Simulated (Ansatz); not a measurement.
## How far is PAW off for CuO?

```xyz
2
Lattice="0.0000 2.2618 2.2618 2.2618 0.0000 2.2618 2.2618 2.2618 0.0000" Properties=species:S:1:pos:R:3 pbc="T T T"
Cu    0.0000    0.0000    0.0000
O     1.1309    1.1309    1.1309
```

Atoms are numbered in the order listed.

The structure comes from a relaxation in the same program, started in the zincblende type, and has space group F-43m. Whether it is a known phase or the ground state wasn't checked.

Without spin polarisation or U, such a compound can come out metallic where the real one is a magnetic insulator.

All numbers are computed: DFT, PBE, PAW with Ansatz's default frozen-core files, scalar-relativistic (Ansatz 0.2.0); DFT, PBE, all-electron PAW with datasets made for the crystal, scalar-relativistic (Ansatz 0.2.0); DFT, PBE, all-electron LAPW, scalar-relativistic (Ansatz 0.2.0).

For PAW: a Γ-centred 16×16×16 k mesh, Fermi–Dirac smearing of 0.05 eV, cutoff 420 eV, no spin polarisation. The crystal-made all-electron datasets (AE datasets) take a cutoff of 460 eV at this cell. LAPW targets a basis error of 1 meV/atom. The Ansatz runs share mesh, smearing and spin set-up. Plane-wave (PAW) pressures include the program's estimate of the Pulay term.

Stress and pressure are positive in compression.

Levels count from the Fermi level.

```json
{"quantity": "pressure (GPa)", "PAW": "?", "AE datasets": "0.05", "LAPW": "0.05"}
{"quantity": "highest filled level at Γ (eV)", "PAW": "-2.026", "AE datasets": "-2.026", "LAPW": "-2.026"}
{"quantity": "lowest empty level at Γ (eV)", "PAW": "0.800", "AE datasets": "0.799", "LAPW": "0.799"}
{"quantity": "highest filled level at W (eV)", "PAW": "-0.597", "AE datasets": "-0.596", "LAPW": "-0.596"}
{"quantity": "lowest empty level at W (eV)", "PAW": "7.598", "AE datasets": "7.596", "LAPW": "7.596"}
{"quantity": "highest filled level at U (eV)", "PAW": "-0.695", "AE datasets": "-0.694", "LAPW": "-0.694"}
{"quantity": "lowest empty level at U (eV)", "PAW": "7.121", "AE datasets": "7.119", "LAPW": "7.119"}
```

Q: Fill in "PAW" for the row "pressure (GPa)".

A: 0.01.
